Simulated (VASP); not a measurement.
# Sr (P6_3/mmc) in VASP: further runs

The runs below take Sr through single point, with PBE.

All numbers are computed with VASP 6.6.1; they aren't measurements. Logs are shortened: lines on timing, memory, paths and dates and some standing lists are left out, and cuts for length are marked.

## Step 1: Starting point

It takes space group P6_3/mmc (No. 194, hexagonal). The conventional cell has a = 4.310 Å, b = 4.310 Å, c = 7.050 Å, α = 90.00°, β = 90.00°, γ = 120.00°. Around Sr (site symmetry -6m2) lie 12 Sr at 4.31 Å.

This isn't the form of Sr at room conditions, which is fcc.

## Step 2: Single point, PBE

INCAR

```
SYSTEM = Sr
  ADDGRID = .False.
  ALGO = Normal
  EDIFF = 1E-6
  ENCUT = 400
  GGA = PE
  ISIF = 2
  ISMEAR = 1
  LASPH = .True.
  LCHARG = .False.
  LREAL = .False.
  LWAVE = .False.
  NBANDS = 17
  NELM = 100
  PREC = Accurate
  SIGMA = 0.15
```

KPOINTS

```
k-points
0
Gamma
  10 10 6
  0 0 0
```

POSCAR

```
Sr
1.0
    4.3100000000      0.0000000000      0.0000000000
   -2.1550000000      3.7325694903      0.0000000000
    0.0000000000      0.0000000000      7.0500000000
Sr
2
Direct
    0.6666666667      0.3333333333      0.7500000000
    0.3333333333      0.6666666667      0.2500000000
```

Potentials or basis: VASP PAW PBE potentials, release 64 (Sr_sv).

Command:

```bash
$ cat potpaw_PBE.64/Sr_sv/POTCAR > POTCAR
$ mpirun -np 1 vasp_std > vasp.out
```

OUTCAR:

```text
SYSTEM = Sr
   EDIFF = 1E-6
   ENCUT = 400
   GGA = PE
   ISIF = 2
   ISMEAR = 1
   LASPH = .True.
   LREAL = .False.
   NELM = 100
   PREC = Accurate

 Found     56 irreducible k-points:

 Following reciprocal coordinates:
            Coordinates               Weight
  0.000000  0.000000  0.000000      1.000000
  0.100000  0.000000  0.000000      6.000000
  0.200000  0.000000  0.000000      6.000000
  0.300000  0.000000  0.000000      6.000000
  0.400000  0.000000  0.000000      6.000000
  0.500000  0.000000  0.000000      3.000000
   k-points           NKPTS =     56   k-points in BZ     NKDIM =     56   number of bands    NBANDS=     17
   number of dos      NEDOS =    301   number of ions     NIONS =      2
   total plane-waves  NPLWV =  37632
   dimension x,y,z NGX =    28 NGY =   28 NGZ =   48
   dimension x,y,z NGXF=    56 NGYF=   56 NGZF=   96
   ions per type =               2
   NGX,Y,Z   is equivalent  to a cutoff of  10.80, 10.80, 11.32 a.u.
   NGXF,Y,Z  is equivalent  to a cutoff of  21.60, 21.60, 22.64 a.u.
 SYSTEM =  Sr
   PREC   = accura    normal or accurate (medium, high low for compatibility)
   ISTART =      0    job   : 0-new  1-cont  2-samecut
   ICHARG =      2    charge: 1-file 2-atom 10-const
   ISPIN  =      1    spin polarized calculation?
   LNONCOLLINEAR =      F non collinear calculations
   LSORBIT =      F    spin-orbit coupling
   LASPH  =      T    aspherical Exc in radial PAW
   ENCUT  =  400.0 eV  29.40 Ry    5.42 a.u.   7.03  7.03 11.50*2*pi/ulx,y,z
   NELM   =    100;   NELMIN=  2; NELMDL= -5     # of ELM steps
   EDIFF  = 0.1E-05   stopping-criterion for ELM
   LREAL  =      F    real-space projection
   EDIFFG = 0.1E-04   stopping-criterion for IOM
   NSW    =      0    number of steps for IOM
   IBRION =     -1    ionic relax: 0-MD 1-quasi-New 2-CG
   NFREE  =      0    steps in history (QN), initial steepest desc. (CG)
   ISIF   =      2    stress and relaxation
   ISYM   =      2    0-nonsym 1-usesym 2-fastsym
   POTIM  = 0.5000    time-step for ionic-motion
   TEBEG  =    0.0;   TEEND  =   0.0 temperature during run
   PSTRESS=    0.0 pullay stress
   NELECT =      20.0000    total number of electrons
   NUPDOWN=      -1.0000    fix difference up-down
   EMIN   =  10.00;   EMAX   =-10.00  energy-range for DOS
   EFERMI =   0.00;   METHOD = LEGACY
   ISMEAR =     1;   SIGMA  =   0.15  broadening in eV -4-tet -1-fermi 0-gaus
   EFERMI_NEDOS =   21; number of points for ismear=-14 and -15
   IALGO  =     38    algorithm
   IMIX   =      4    mixing-type and parameters
     AMIX     =   0.40;   BMIX     =  1.00
     AMIX_MAG =   1.60;   BMIX_MAG =  1.00
  volume/ion in A,a.u.               =      56.71       382.68
  Fermi-wavevector in a.u.,A,eV,Ry     =   0.918037  1.734838 11.466874  0.842791
  Thomas-Fermi vector in A             =   2.043073
   LORBIT       =      0    0 simple, 1 ext, 2 COOP (PROOUT), +10 PAW based schemes
   GGA     = PE    functional components
   LHFCALC =     F    Hartree Fock is set to
   AEXX    =    0.0000 exact exchange contribution
   IVDW    =     0    specifies the selected vdW correction
   LEPSILON=     F    determine dielectric tensor
   LRPA    =     F    only Hartree local field effects (RPA)
 non-spin polarized calculation
 Methfessel and Paxton  Order N= 1 SIGMA  =   0.15
  energy-cutoff  :      400.00
  volume of cell :      113.42
 maximum number of plane-waves:      2078
   NGX = 15   NGY = 15   NGZ = 23

 number of electron      20.0000001 magnetization

 Free energy of the ion-electron system (eV)
  ---------------------------------------------------
  ext. energy  EPLUGINS =         0.00000000
  ---------------------------------------------------
  free energy    TOTEN  =        -3.26222404 eV

  energy without entropy =       -3.26371342  energy(sigma->0) =       -3.26272050

 E-fermi :   1.5266     XC(G=0):  -7.2590

 val. band max:        1.5238965993   @ k =   0.3000   0.3000   0.3333
 cond. band min:       1.5420342390   @ k =   0.3000   0.1000   0.0000
 fundamental gap:      0.0181376397
 Fermi energy:         1.5265729243

 k-point     1 :       0.0000    0.0000    0.0000
  band No.  band energies     occupation
      1     -35.1972      2.00000
      2     -35.1853      2.00000
      3     -17.2570      2.00000
      4     -17.1148      2.00000
      5     -17.1148      2.00000
      6     -17.0907      2.00000
[... 9 lines left out ...]
     16       4.1427     -0.00000
     17       4.6488      0.00000

 k-point     2 :       0.1000    0.0000    0.0000
  band No.  band energies     occupation
      1     -35.1961      2.00000
      2     -35.1848      2.00000
      3     -17.2515      2.00000
      4     -17.1275      2.00000
      5     -17.1188      2.00000
      6     -17.1040      2.00000
[... 9 lines left out ...]
     16       4.2740     -0.00000
     17       4.3930     -0.00000

 k-point     3 :       0.2000    0.0000    0.0000
  band No.  band energies     occupation
      1     -35.1934      2.00000
      2     -35.1836      2.00000
      3     -17.2360      2.00000
      4     -17.1611      2.00000
      5     -17.1380      2.00000
      6     -17.1291      2.00000
[... 9 lines left out ...]
     16       4.2466     -0.00000
     17       4.3240     -0.00000

 k-point     4 :       0.3000    0.0000    0.0000
  band No.  band energies     occupation
      1     -35.1898      2.00000
      2     -35.1822      2.00000
      3     -17.2141      2.00000
      4     -17.2028      2.00000
      5     -17.1788      2.00000
      6     -17.1413      2.00000
[... 9 lines left out ...]
     16       4.7589      0.00000
     17       4.8384      0.00000

 k-point     5 :       0.4000    0.0000    0.0000
  band No.  band energies     occupation
      1     -35.1866      2.00000
      2     -35.1814      2.00000
      3     -17.2367      2.00000
      4     -17.2109      2.00000
      5     -17.1916      2.00000
      6     -17.1510      2.00000
[... 9 lines left out ...]
     16       5.2695      0.00000
     17       5.6121      0.00000

 k-point     6 :       0.5000    0.0000    0.0000
  band No.  band energies     occupation
      1     -35.1852      2.00000
      2     -35.1813      2.00000
      3     -17.2497      2.00000
      4     -17.2230      2.00000
      5     -17.1802      2.00000
      6     -17.1547      2.00000
[... 9 lines left out ...]
     16       5.6832      0.00000
     17       6.3054      0.00000

 [... further k-points ...]

------------------------ aborting loop because EDIFF is reached ----------------------------------------

  FORCE on cell =-STRESS in cart. coord.  units (eV):
  Direction    XX          YY          ZZ          XY          YZ          ZX
  --------------------------------------------------------------------------------------
  -------------------------------------------------------------------------------------
  Total       -0.2837290     -0.2837290     -0.0788161      0.0000000      0.0000000     -0.0000000
  in kB       -4.0081134     -4.0081134     -1.1134001      0.0000000      0.0000000     -0.0000000
  external PRESSURE =      -3.0432090 kB  Pullay stress =       0.0000000 kB

 VOLUME and BASIS-vectors are now :
 -----------------------------------------------------------------------------
  energy-cutoff  :      400.00
  volume of cell :      113.42
      direct lattice vectors                 reciprocal lattice vectors
     4.310000000  0.000000000  0.000000000     0.232018561  0.133955979  0.000000000
    -2.155000000  3.732569490  0.000000000     0.000000000  0.267911958  0.000000000
     0.000000000  0.000000000  7.050000000     0.000000000  0.000000000  0.141843972

 POSITION                                       TOTAL-FORCE (eV/Angst)
 -----------------------------------------------------------------------------------
      2.15500      1.24419      5.28750         0.000000     -0.000000      0.000000
     -0.00000      2.48838      1.76250        -0.000000      0.000000      0.000000
 -----------------------------------------------------------------------------------
    total drift:                                0.000000     -0.000000      0.000000

  FREE ENERGIE OF THE ION-ELECTRON SYSTEM (eV)
  ---------------------------------------------------
  free  energy   TOTEN  =        -3.2622240418 eV

  energy  without entropy=       -3.2637134226  energy(sigma->0) =       -3.26272050
```

OSZICAR:

```text
N       E                     dE             d eps       ncg     rms          rms(c)
DAV:   1     0.926051475415E+02    0.92605E+02   -0.83858E+03  1912   0.809E+02
DAV:   2     0.448941244423E+01   -0.88116E+02   -0.86897E+02  2499   0.205E+02
DAV:   3    -0.311058046245E+01   -0.76000E+01   -0.75811E+01  3401   0.408E+01
DAV:   4    -0.325624178625E+01   -0.14566E+00   -0.14533E+00  2662   0.553E+00
DAV:   5    -0.325915510335E+01   -0.29133E-02   -0.29130E-02  3019   0.613E-01    0.157E+01
DAV:   6    -0.326074724225E+01   -0.15921E-02   -0.13307E-02  2580   0.114E+00    0.889E+00
DAV:   7    -0.326206933439E+01   -0.13221E-02   -0.23159E-02  2294   0.147E+00    0.415E-01
DAV:   8    -0.326213486003E+01   -0.65526E-04   -0.32443E-03  3051   0.264E-01    0.136E-01
DAV:   9    -0.326219332695E+01   -0.58467E-04   -0.12889E-04  2710   0.578E-02    0.470E-02
DAV:  10    -0.326222621333E+01   -0.32886E-04   -0.18388E-05  2428   0.314E-02    0.276E-02
DAV:  11    -0.326222488326E+01    0.13301E-05   -0.87779E-07  2035   0.658E-03    0.405E-03
DAV:  12    -0.326222404176E+01    0.84150E-06   -0.41518E-07  1631   0.404E-03
   1 F= -.32622240E+01 E0= -.32627205E+01  d E =0.148938E-02
```

stdout:

```text
POSCAR found type information on POSCAR Sr
 POSCAR found :  1 types and       2 ions
 scaLAPACK will be used
 LDA part: xc-table for (Slater+PW92), standard interpolation
 POSCAR, INCAR and KPOINTS ok, starting setup
 FFT: planning ... GRIDC
 FFT: planning ... GRID_SOFT
 FFT: planning ... GRID
 WAVECAR not read
 entering main loop
```

Run time: 22 s. Hardware: 1 thread of Intel Xeon 6975P-C (Granite Rapids), shared host; peak memory 0.2 GiB.

The run converged, but some of its settings lie outside the range that counts as converged, so its numbers aren't taken as properties of the crystal.

Results:

```yaml
Free_energy: -3.2622 eV
Pressure: -0.3 GPa
Band_gap_on_the_k_mesh: none (metal or under the smearing width)
```

## Step 3: Single point, PBE

INCAR is that of step 2.

KPOINTS is that of step 2.

POSCAR

```
Sr
1.0
    4.3100000000      0.0000000000      0.0000000000
   -2.1550000000      3.7325694903      0.0000000000
    0.0000000000      0.0000000000      7.0500000000
Sr
2
Direct
    0.6432960000      0.3178180000      0.7464440000
    0.3199860000      0.6535770000      0.2508690000
```

Potentials or basis: VASP PAW PBE potentials, release 64 (Sr_sv).

Command:

```bash
$ cat potpaw_PBE.64/Sr_sv/POTCAR > POTCAR
$ mpirun -np 1 vasp_std > vasp.out
```

It took 1.8 min on 1 thread of Intel Xeon 6975P-C (Granite Rapids), shared host; peak memory 0.43 GiB.

The run converged, but some of its settings lie outside the range that counts as converged, so its numbers aren't taken as properties of the crystal.

Results:

| Quantity | Value |
| --- | --- |
| Free energy | -3.2614 eV |
| Pressure | -0.3 GPa |
| Largest force | 0.041 eV/Å |
| Band gap on the k mesh | none (metal or under the smearing width) |

## Step 4: The reference run

An earlier run on the cell as given: functional PBE; potentials or basis VASP PAW PBE potentials, release 64 (Sr_sv); cutoff 520 eV; k mesh 7 × 7 × 4; occupations fermi-dirac, width 0.05 eV; no spin polarisation.

* Pressure: -0.3 GPa
* Band gap on the k mesh: none (metal or under the smearing width)
